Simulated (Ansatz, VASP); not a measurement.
# KCl in VASP and in Ansatz

Contents of INCAR:

```
PREC = Accurate
ENCUT = 520
EDIFF = 1E-6
ISMEAR = 0
SIGMA = 0.05
LREAL = F
LASPH = T
NELM = 80
ALGO = Normal
ISIF = 2
LWAVE = F
LCHARG = T
GGA = PS
LELF = T
LVHAR = T
NBANDS = 15
```

File KPOINTS:

```
regular mesh
0
Gamma
  6 6 6
```

The input POSCAR:

```
KCl
1.0
    0.0000000000      2.9036120000      3.0298560000
    2.9036120000      0.0000000000      3.0298560000
    2.9036120000      2.9036120000      0.0000000000
K Cl
1 1
Direct
    0.0000000000      0.0000000000      0.0000000000
    0.5000000000      0.5000000000      0.5000000000
```

Input for Ansatz:

```yaml
crystal:
  lattice:
    - [0.0, 2.903612, 3.029856]
    - [2.903612, 0.0, 3.029856]
    - [2.903612, 2.903612, 0.0]
  atoms:
    - { symbol: K, position: [0.0, 0.0, 0.0] }
    - { symbol: Cl, position: [0.5, 0.5, 0.5] }
basis:
  ecutwfc: 420
kpoints:
  mp_grid: { grid: [6, 6, 6] }
hamiltonian:
  xc: pbesol
scf:
  occupations: { method: gaussian, width: 0.05 }
output:
  forces: true
  stress: true
  eigenvalues: true
```

Change from the starting cell: strain -0.080 along x and y, -0.040 along z, atoms carried along.

Alike in both runs: task single point; functional PBEsol; k mesh 6 × 6 × 6; occupations gaussian, width 0.05 eV; no spin polarisation.

|  | VASP | Ansatz |
| --- | --- | --- |
| version | VASP 6.6.1 | Ansatz 0.2.0 |
| potentials or method | VASP PAW PBE potentials, release 64 (K_sv, Cl) | scalar-relativistic, plane waves, PAW |
| plane-wave cutoff (eV) | 520 | 420 |
| valence electrons in the cell | 16 | 16 |

```csv
,VASP,Ansatz,Ansatz less VASP
gap on the k mesh at the Fermi level (eV),5.68,5.69,+0.009
least direct gap on the mesh (eV),5.68,5.69,+0.009
pressure (GPa),5.3,5.2,-0.12
largest component of the traceless stress (GPa),2.39,2.34,-0.045
```

The functional is the same, so the differences come from potentials, cutoffs and numerics.

Caveats: the PAW data sets were made with another functional, which shifts forces and pressure a little (VASP). A k mesh can miss the band edges.
